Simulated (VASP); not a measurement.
Tl, 1 atom in the cell. It takes space group Im-3m (No. 229, cubic). Conventional cell: a = 3.882 Å, b = 3.882 Å, c = 3.882 Å, α = 90.00°, β = 90.00°, γ = 90.00°. Tl (site symmetry m-3m) has 8 Tl at 3.36 Å as nearest neighbours. This isn't the form of Tl at room conditions, which is hcp.

```yaml
Program: VASP 6.6.1
Task: single point
Functional: PBEsol
Potentials_or_basis: VASP PAW PBE potentials, release 64 (Tl_d)
Cutoff: 520 eV
k_mesh: 13 × 13 × 13
Occupations: fermi-dirac, width 0.05 eV
Spin: no spin polarisation
Dipole_correction: no
Further_INCAR_settings: ALGO = Fast; EDIFF = 1e-06; NBANDS = 12
```

Potentials or basis: VASP PAW PBE potentials, release 64 (Tl_d).

Run with:

```bash
$ cat potpaw_PBE.64/Tl_d/POTCAR > POTCAR
$ mpirun -np 1 vasp_std > vasp.out
```

Hardware: 1 thread of Intel(R) Xeon(R) Platinum 8375C CPU @ 2.90GHz (Ice Lake), on a shared host.

**Question.** Estimate the wall time of this run.

**Answer.** It took 27 s on 1 thread of Intel(R) Xeon(R) Platinum 8375C CPU @ 2.90GHz (Ice Lake), with other jobs on the host, peak memory 0.17 GiB. Counts: scf iterations 11, k points 84.
